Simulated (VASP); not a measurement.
## Pb: equation of state with LDA

Crystal: Pb.

```xyz
2
Lattice="3.5131 0.0000 0.0000 -1.7566 3.0424 0.0000 0.0000 0.0000 5.4636" Properties=species:S:1:pos:R:3 pbc="T T T"
Pb    1.7566    1.0141    4.0977
Pb    0.0000    2.0283    1.3659
```

This isn't the form of Pb at room conditions, which is fcc.

```yaml
Program: VASP 6.6.1
Task: equation of state
Functional: LDA
Potentials_or_basis: VASP PAW LDA potentials, release 64 (Pb_d)
Cutoff: 520 eV
k_mesh: 8 × 8 × 4
Occupations: fermi-dirac, width 0.05 eV
Spin: no spin polarisation
Ladder: gaps
Further_INCAR_settings: ALGO = Fast; EDIFF = 1e-07
```

```json
{
 "Equilibrium volume": "29.23 Å³/atom",
 "Bulk modulus at fixed shape and positions": "51 GPa",
 "Pressure derivative of the bulk modulus": "4.3 (rough: it moves with the points fitted)"
}
```

Energy against volume, from the lowest point:
| volume (Å³/atom) | energy (meV/atom) |
| --- | --- |
| 28.031 | 8.44 |
| 28.614 | 2.14 |
| 29.198 | 0.00 |
| 29.782 | 1.64 |
| 30.366 | 6.66 |

All runs of the series together: 91 s on 1 thread of Intel(R) Xeon(R) Platinum 8559C (Emerald Rapids) (shared host).

Caveat: the cell was scaled at fixed shape and fractional positions, which overstates the stiffness of a crystal with free parameters, most of all of layers and chains. The run has no spin-orbit coupling, so splittings on Pb are missing.
